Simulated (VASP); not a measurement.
# InP (F-43m) in VASP: band structure with PBE

Aim: the band structure of InP with PBE.

Program: VASP 6.6.1. These are calculated values, not measurements. Logs are shortened: lines on timing, memory, paths and dates and some standing lists are left out, and cuts for length are marked.

**The experiment to reproduce.**

A printed reference work, data compilation reports, for a bulk crystal of InP at 1.6 K: band gap 1.4236 eV (direct).

The runs below are set against these values where they give the same quantity.

### 1 Starting point

Symmetry: F-43m, No. 216, cubic system. The conventional cell has a = 5.861 Å, b = 5.861 Å, c = 5.861 Å, α = 90.00°, β = 90.00°, γ = 90.00°. In (site symmetry -43m) has 4 P at 2.54 Å as nearest neighbours. P (site symmetry -43m) has 4 In at 2.54 Å as nearest neighbours.

### 2 Band structure, PBE

INCAR

```
SYSTEM = InP
ALGO = Normal ; EDIFF = 1E-6
ENCUT = 520 ; GGA = PE
ISIF = 2 ; ISMEAR = 0
LASPH = .True. ; LCHARG = .False.
LREAL = .False. ; LWAVE = .False.
NBANDS = 16 ; NELM = 60
PREC = Accurate ; SIGMA = 0.02
```

KPOINTS

```
k-points
0
Gamma
  10 10 10
  0 0 0
```

POSCAR

```
InP
1.0
    0.0000000000      2.9305000000      2.9305000000
    2.9305000000      0.0000000000      2.9305000000
    2.9305000000      2.9305000000      0.0000000000
In P
1 1
Direct
    0.0000000000      0.0000000000      0.0000000000
    0.2500000000      0.2500000000      0.2500000000
```

KPOINTS_OPT

```
path GXWKGLUWLK,UX
15
line-mode
reciprocal
 0.0000000000  0.0000000000  0.0000000000  G
 0.5000000000  0.0000000000  0.5000000000  X

 0.5000000000  0.0000000000  0.5000000000  X
 0.5000000000  0.2500000000  0.7500000000  W

 0.5000000000  0.2500000000  0.7500000000  W
 0.3750000000  0.3750000000  0.7500000000  K

 0.3750000000  0.3750000000  0.7500000000  K
 0.0000000000  0.0000000000  0.0000000000  G

 0.0000000000  0.0000000000  0.0000000000  G
 0.5000000000  0.5000000000  0.5000000000  L

 0.5000000000  0.5000000000  0.5000000000  L
 0.6250000000  0.2500000000  0.6250000000  U

 0.6250000000  0.2500000000  0.6250000000  U
 0.5000000000  0.2500000000  0.7500000000  W

 0.5000000000  0.2500000000  0.7500000000  W
 0.5000000000  0.5000000000  0.5000000000  L

 0.5000000000  0.5000000000  0.5000000000  L
 0.3750000000  0.3750000000  0.7500000000  K

 0.6250000000  0.2500000000  0.6250000000  U
 0.5000000000  0.0000000000  0.5000000000  X
```

Potentials or basis: VASP PAW PBE potentials, release 64 (In_d, P).

The run is started by

```
$ cat potpaw_PBE.64/In_d/POTCAR potpaw_PBE.64/P/POTCAR > POTCAR
$ mpirun -np 1 vasp_std > vasp.out
```

OUTCAR:

```text
SYSTEM = InP
   EDIFF = 1E-6
   ENCUT = 520
   GGA = PE
   ISIF = 2
   ISMEAR = 0
   LASPH = .True.
   LREAL = .False.
   NELM = 60
   PREC = Accurate

 ion  position               nearest neighbor table
   1  0.000  0.000  0.000-   2 2.54   2 2.54   2 2.54   2 2.54
   2  0.250  0.250  0.250-   1 2.54   1 2.54   1 2.54   1 2.54

  LATTYP: Found a face centered cubic cell.
 ALAT       =     5.8610000000

  Lattice vectors:

 A1 = (   0.0000000000,   2.9305000000,   2.9305000000)
 A2 = (   2.9305000000,   0.0000000000,   2.9305000000)
 A3 = (   2.9305000000,   2.9305000000,   0.0000000000)

Analysis of symmetry for initial positions (statically):
=====================================================================
 Subroutine PRICEL returns:
 Original cell was already a primitive cell.

 Routine SETGRP: Setting up the symmetry group for a
 face centered cubic supercell.

 Subroutine GETGRP returns: Found 24 space group operations
 (whereof 24 operations were pure point group operations)
 out of a pool of 48 trial point group operations.

The static configuration has the point symmetry T_d .

Analysis of symmetry for dynamics (positions and initial velocities):
=====================================================================
 Subroutine PRICEL returns:
 Original cell was already a primitive cell.

 Routine SETGRP: Setting up the symmetry group for a
 face centered cubic supercell.

 Subroutine GETGRP returns: Found 24 space group operations
 (whereof 24 operations were pure point group operations)
 out of a pool of 48 trial point group operations.

The dynamic configuration has the point symmetry T_d .

 Subroutine INISYM returns: Found 24 space group operations
 (whereof 24 operations are pure point group operations),
 and found     1 'primitive' translations

----------------------------------------------------------------------------------------

                                     Primitive cell

  volume of cell :      50.3333

  direct lattice vectors                    reciprocal lattice vectors
     0.000000000  2.930500000  2.930500000    -0.170619348  0.170619348  0.170619348
     2.930500000  0.000000000  2.930500000     0.170619348 -0.170619348  0.170619348
     2.930500000  2.930500000  0.000000000     0.170619348  0.170619348 -0.170619348

  length of vectors
     4.144352845  4.144352845  4.144352845     0.295521380  0.295521380  0.295521380

  position of ions in fractional coordinates (direct lattice)
     0.000000000  0.000000000  0.000000000
     0.250000000  0.250000000  0.250000000

  ion indices of the primitive-cell ions
   primitive index   ion index
                 1           1
                 2           2

----------------------------------------------------------------------------------------

 KPOINTS: k-points

Automatic generation of k-mesh.
 Grid dimensions read from file:
 generate k-points for:   10   10   10

 Generating k-lattice:

  Cartesian coordinates                     Fractional coordinates (reciprocal lattice)
    -0.017061935  0.017061935  0.017061935     0.100000000  0.000000000  0.000000000
     0.017061935 -0.017061935  0.017061935     0.000000000  0.100000000  0.000000000
     0.017061935  0.017061935 -0.017061935     0.000000000  0.000000000  0.100000000

  Length of vectors
     0.029552138  0.029552138  0.029552138

  Shift w.r.t. Gamma in fractional coordinates (k-lattice)
     0.000000000  0.000000000  0.000000000

 Subroutine IBZKPT returns following result:
 ===========================================

 Found     47 irreducible k-points:

 Following reciprocal coordinates:
            Coordinates               Weight
  0.000000  0.000000  0.000000      1.000000
  0.100000  0.000000  0.000000      8.000000
  0.200000  0.000000  0.000000      8.000000
  0.300000  0.000000  0.000000      8.000000
  0.400000  0.000000  0.000000      8.000000
  0.500000  0.000000  0.000000      4.000000
[... 16 lines left out ...]
  0.300000  0.300000  0.000000      6.000000
  0.400000  0.300000  0.000000     24.000000
 [... further k-points ...]
   k-points           NKPTS =     47   k-points in BZ     NKDIM =     47   number of bands    NBANDS=     16
   number of dos      NEDOS =    301   number of ions     NIONS =      2
   total plane-waves  NPLWV =  32768
   dimension x,y,z NGX =    32 NGY =   32 NGZ =   32
   dimension x,y,z NGXF=    64 NGYF=   64 NGZF=   64
   ions per type =               1   1
   NGX,Y,Z   is equivalent  to a cutoff of  12.84, 12.84, 12.84 a.u.
   NGXF,Y,Z  is equivalent  to a cutoff of  25.67, 25.67, 25.67 a.u.
 SYSTEM =  InP
   PREC   = accura    normal or accurate (medium, high low for compatibility)
   ISTART =      0    job   : 0-new  1-cont  2-samecut
   ICHARG =      2    charge: 1-file 2-atom 10-const
   ISPIN  =      1    spin polarized calculation?
   LNONCOLLINEAR =      F non collinear calculations
   LSORBIT =      F    spin-orbit coupling
   LASPH  =      T    aspherical Exc in radial PAW
   ENCUT  =  520.0 eV  38.22 Ry    6.18 a.u.   7.71  7.71  7.71*2*pi/ulx,y,z
   NELM   =     60;   NELMIN=  2; NELMDL= -5     # of ELM steps
   EDIFF  = 0.1E-05   stopping-criterion for ELM
   LREAL  =      F    real-space projection
   EDIFFG = 0.1E-04   stopping-criterion for IOM
   NSW    =      0    number of steps for IOM
   IBRION =     -1    ionic relax: 0-MD 1-quasi-New 2-CG
   NFREE  =      0    steps in history (QN), initial steepest desc. (CG)
   ISIF   =      2    stress and relaxation
   ISYM   =      2    0-nonsym 1-usesym 2-fastsym
   POTIM  = 0.5000    time-step for ionic-motion
   TEBEG  =    0.0;   TEEND  =   0.0 temperature during run
   PSTRESS=    0.0 pullay stress
   NELECT =      18.0000    total number of electrons
   NUPDOWN=      -1.0000    fix difference up-down
   EMIN   =  10.00;   EMAX   =-10.00  energy-range for DOS
   EFERMI =   0.00;   METHOD = LEGACY
   ISMEAR =     0;   SIGMA  =   0.02  broadening in eV -4-tet -1-fermi 0-gaus
   EFERMI_NEDOS =   21; number of points for ismear=-14 and -15
   IALGO  =     38    algorithm
   IMIX   =      4    mixing-type and parameters
     AMIX     =   0.40;   BMIX     =  1.00
     AMIX_MAG =   1.60;   BMIX_MAG =  1.00
  volume/ion in A,a.u.               =      25.17       169.83
  Fermi-wavevector in a.u.,A,eV,Ry     =   1.162021  2.195901 18.371846  1.350293
  Thomas-Fermi vector in A             =   2.298587
   LORBIT       =      0    0 simple, 1 ext, 2 COOP (PROOUT), +10 PAW based schemes
   GGA     = PE    functional components
   LHFCALC =     F    Hartree Fock is set to
   AEXX    =    0.0000 exact exchange contribution
   IVDW    =     0    specifies the selected vdW correction
   LEPSILON=     F    determine dielectric tensor
   LRPA    =     F    only Hartree local field effects (RPA)
 non-spin polarized calculation
 Gauss-broadening in eV      SIGMA  =   0.02
  energy-cutoff  :      520.00
  volume of cell :       50.33
 maximum number of plane-waves:      1380
   NGX = 15   NGY = 15   NGZ = 15

 number of electron      18.0000005 magnetization

 Free energy of the ion-electron system (eV)
  ---------------------------------------------------
  ext. energy  EPLUGINS =         0.00000000
  ---------------------------------------------------
  free energy    TOTEN  =        -8.38247441 eV

  energy without entropy =       -8.38247441  energy(sigma->0) =       -8.38247441

 E-fermi :   5.3170     XC(G=0):  -9.2836

 val. band max:        5.1875984098   @ k =   0.0000   0.0000   0.0000
 cond. band min:       5.9000371499   @ k =   0.0000   0.0000   0.0000
 fundamental gap:      0.7124387401
 Fermi energy:         5.3170393788

 k-point     1 :       0.0000    0.0000    0.0000
  band No.  band energies     occupation
      1      -8.9968      2.00000
      2      -8.9968      2.00000
      3      -8.9968      2.00000
      4      -8.8446      2.00000
      5      -8.8446      2.00000
      6      -6.3295      2.00000
[... 8 lines left out ...]
     15      14.6379      0.00000
     16      14.6379      0.00000

 k-point     2 :       0.1000    0.0000    0.0000
  band No.  band energies     occupation
      1      -9.0092      2.00000
      2      -8.9919      2.00000
      3      -8.9919      2.00000
      4      -8.8446      2.00000
      5      -8.8446      2.00000
      6      -6.2146      2.00000
[... 8 lines left out ...]
     15      14.1509      0.00000
     16      14.3345      0.00000

 k-point     3 :       0.2000    0.0000    0.0000
  band No.  band energies     occupation
      1      -9.0406      2.00000
      2      -8.9799      2.00000
      3      -8.9799      2.00000
      4      -8.8436      2.00000
      5      -8.8436      2.00000
      6      -5.8844      2.00000
[... 8 lines left out ...]
     15      13.7329      0.00000
     16      14.5711      0.00000

 k-point     4 :       0.3000    0.0000    0.0000
  band No.  band energies     occupation
      1      -9.0773      2.00000
      2      -8.9677      2.00000
      3      -8.9677      2.00000
      4      -8.8396      2.00000
      5      -8.8396      2.00000
      6      -5.3902      2.00000
[... 8 lines left out ...]
     15      14.0240      0.00000
     16      14.1393      0.00000

 k-point     5 :       0.4000    0.0000    0.0000
  band No.  band energies     occupation
      1      -9.1056      2.00000
      2      -8.9601      2.00000
      3      -8.9601      2.00000
      4      -8.8339      2.00000
      5      -8.8339      2.00000
      6      -4.8636      2.00000
[... 8 lines left out ...]
     15      14.9891      0.00000
     16      14.9891      0.00000

 k-point     6 :       0.5000    0.0000    0.0000
  band No.  band energies     occupation
      1      -9.1161      2.00000
      2      -8.9579      2.00000
      3      -8.9579      2.00000
      4      -8.8311      2.00000
      5      -8.8311      2.00000
      6      -4.6051      2.00000
[... 8 lines left out ...]
     15      15.8319      0.00000
     16      15.8319      0.00000
[... 267 lines left out ...]
 k-point    21 :      -0.3000    0.2000    0.0000
  band No.  band energies     occupation
      1      -9.1111      2.00000
      2      -8.9516      2.00000
      3      -8.9448      2.00000
      4      -8.8442      2.00000
      5      -8.8387      2.00000
      6      -4.7234      2.00000
[... 8 lines left out ...]
     15      15.4885      0.00000
     16      16.6357      0.00000

 k-point    22 :      -0.2000    0.2000    0.0000
  band No.  band energies     occupation
      1      -9.0877      2.00000
      2      -8.9595      2.00000
      3      -8.9579      2.00000
      4      -8.8494      2.00000
      5      -8.8363      2.00000
      6      -5.2231      2.00000
[... 8 lines left out ...]
     15      15.4637      0.00000
     16      16.5395      0.00000

 k-point    23 :       0.3000    0.3000    0.0000
  band No.  band energies     occupation
      1      -9.1265      2.00000
      2      -8.9294      2.00000
      3      -8.9294      2.00000
      4      -8.8763      2.00000
      5      -8.8216      2.00000
      6      -5.0778      2.00000
[... 8 lines left out ...]
     15      15.3754      0.00000
     16      18.1280      0.00000

 k-point    24 :       0.4000    0.3000    0.0000
  band No.  band energies     occupation
      1      -9.1460      2.00000
      2      -8.9202      2.00000
      3      -8.9169      2.00000
      4      -8.8798      2.00000
      5      -8.8180      2.00000
      6      -4.6588      2.00000
[... 8 lines left out ...]
     15      15.7970      0.00000
     16      17.9478      0.00000

 [... further k-points ...]

------------------------ aborting loop because EDIFF is reached ----------------------------------------

  FORCE on cell =-STRESS in cart. coord.  units (eV):
  Direction    XX          YY          ZZ          XY          YZ          ZX
  --------------------------------------------------------------------------------------
  -------------------------------------------------------------------------------------
  Total        1.0306864      1.0306864      1.0306864      0.0000000      0.0000000      0.0000000
  in kB       32.8081647     32.8081647     32.8081647      0.0000000      0.0000000      0.0000000
  external PRESSURE =      32.8081647 kB  Pullay stress =       0.0000000 kB

 VOLUME and BASIS-vectors are now :
 -----------------------------------------------------------------------------
  energy-cutoff  :      520.00
  volume of cell :       50.33
      direct lattice vectors                 reciprocal lattice vectors
     0.000000000  2.930500000  2.930500000    -0.170619348  0.170619348  0.170619348
     2.930500000  0.000000000  2.930500000     0.170619348 -0.170619348  0.170619348
     2.930500000  2.930500000  0.000000000     0.170619348  0.170619348 -0.170619348

 POSITION                                       TOTAL-FORCE (eV/Angst)
 -----------------------------------------------------------------------------------
      0.00000      0.00000      0.00000         0.000000      0.000000      0.000000
      1.46525      1.46525      1.46525        -0.000000     -0.000000     -0.000000
 -----------------------------------------------------------------------------------
    total drift:                               -0.000000     -0.000000     -0.000000

  FREE ENERGIE OF THE ION-ELECTRON SYSTEM (eV)
  ---------------------------------------------------
  free  energy   TOTEN  =        -8.3824744137 eV

  energy  without entropy=       -8.3824744137  energy(sigma->0) =       -8.38247441
```

Wall time 2.1 min (1 thread of Intel Xeon Platinum 8259CL at 2.50GHz (Skylake/Cascade Lake), shared host); peak memory 0.2 GiB.

What came out:

```
Free energy             : -8.3825 eV
Pressure                : 3.3 GPa
Band gap on the k mesh  : 0.71 eV, direct
Band gap along the path : 0.71 eV, direct
```

Levels at the corners of the path, in eV from the valence-band top:
| point | band 7 | band 8 | band 9 | band 10 | band 11 | band 12 |
| --- | --- | --- | --- | --- | --- | --- |
| Γ | 0.00 | 0.00 | 0.00 | 0.71 | 4.09 | 4.09 |
| X | -5.75 | -2.32 | -2.32 | 1.76 | 2.27 | 9.21 |
| X | -5.75 | -2.32 | -2.32 | 1.76 | 2.27 | 9.21 |
| W | -5.60 | -2.95 | -2.91 | 4.29 | 4.38 | 5.57 |
| W | -5.60 | -2.95 | -2.91 | 4.29 | 4.38 | 5.57 |
| K | -5.60 | -3.30 | -1.94 | 2.36 | 4.39 | 7.51 |
| K | -5.60 | -3.30 | -1.94 | 2.36 | 4.39 | 7.51 |
| Γ | 0.00 | 0.00 | 0.00 | 0.71 | 4.09 | 4.09 |
| Γ | 0.00 | 0.00 | 0.00 | 0.71 | 4.09 | 4.09 |
| L | -5.73 | -0.97 | -0.97 | 1.50 | 4.81 | 4.81 |
| L | -5.73 | -0.97 | -0.97 | 1.50 | 4.81 | 4.81 |
| U | -5.60 | -3.30 | -1.94 | 2.36 | 4.39 | 7.51 |
| U | -5.60 | -3.30 | -1.94 | 2.36 | 4.39 | 7.51 |
| W | -5.60 | -2.95 | -2.91 | 4.29 | 4.38 | 5.57 |
| W | -5.60 | -2.95 | -2.91 | 4.29 | 4.38 | 5.57 |
| L | -5.73 | -0.97 | -0.97 | 1.50 | 4.81 | 4.81 |
| L | -5.73 | -0.97 | -0.97 | 1.50 | 4.81 | 4.81 |
| K | -5.60 | -3.30 | -1.94 | 2.36 | 4.39 | 7.51 |
| U | -5.60 | -3.30 | -1.94 | 2.36 | 4.39 | 7.51 |
| X | -5.75 | -2.32 | -2.32 | 1.76 | 2.27 | 9.21 |

Caveat: spin-orbit coupling is left out, which moves the levels of the heavy elements.

### 3 How close it comes

Step 2. Against the measured gap of InP, 1.4236 eV (direct; 1.6 K; a printed reference work, data compilation), the calculated 0.71 eV is off by -0.71 eV. Spin-orbit coupling on In is left out. The value is that of PBE, without temperature or zero-point motion. Semilocal functionals fall short of measured gaps as a rule.
